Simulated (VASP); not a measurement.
Input of a VASP 6.6.1 run:

File INCAR:

```
PREC = Accurate
ENCUT = 520
EDIFF = 1E-7
ISMEAR = -1
SIGMA = 0.1
LREAL = False
LASPH = True
NELM = 100
ALGO = Fast
ISIF = 2
LWAVE = False
LCHARG = False
GGA = PE
NBANDS = 10
```

Contents of KPOINTS:

```
regular mesh
0
Gamma
  6 6 6
```

The input POSCAR:

```
Cs
1.0
   -2.7862648135      2.7862648135      4.1511562023
    2.7862648135     -2.7862648135      4.1511562023
    2.7862648135      2.7862648135     -4.1511562023
Cs
1
Direct
    0.0000000000      0.0000000000      0.0000000000
```

Potentials or basis: VASP PAW PBE potentials, release 64 (Cs_sv).

Run with:

```console
$ cat potpaw_PBE.64/Cs_sv/POTCAR > POTCAR
$ mpirun -np 1 vasp_std > vasp.out
```

Task: Predict the pressure.

Result: -0.1 GPa.

Task: Estimate the band gap on the k mesh.

Result: None (metal or under the smearing width).

The run has no spin-orbit coupling, so splittings on Cs are missing.
